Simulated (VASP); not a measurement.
Al, 1 atom in the cell. Symmetry: Fm-3m, No. 225, cubic system. The conventional cell has a = 3.947 Å, b = 3.947 Å, c = 3.947 Å, α = 90.00°, β = 90.00°, γ = 90.00°. Around Al (site symmetry m-3m) lie 12 Al at 2.79 Å.  The cell isn't the ideal one: a relaxed cell with its volume scaled by 0.97.

```yaml
Program: VASP 6.6.1
Task: single point
Functional: r2SCAN
Potentials_or_basis: VASP PAW PBE potentials, release 64 (Al)
Cutoff: 520 eV
k_mesh: 18 × 18 × 18
Occupations: gaussian, width 0.1 eV
Spin: no spin polarisation
Further_INCAR_settings: ALGO = Normal; EDIFF = 1e-07; NBANDS = 8
```

Potentials or basis: VASP PAW PBE potentials, release 64 (Al).

Launch:

```bash
$ cat potpaw_PBE.64/Al/POTCAR > POTCAR
$ mpirun -np 1 vasp_std > vasp.out
```

Hardware: 1 thread of AMD EPYC 9R14 (Zen 4), with other jobs on the host.

Problem. How long does it take, and how much memory?

Solution. Wall time 2.5 min on 1 thread of AMD EPYC 9R14 (Zen 4) (shared host), peak memory 0.11 GiB. Counts: scf iterations 23, k points 195.
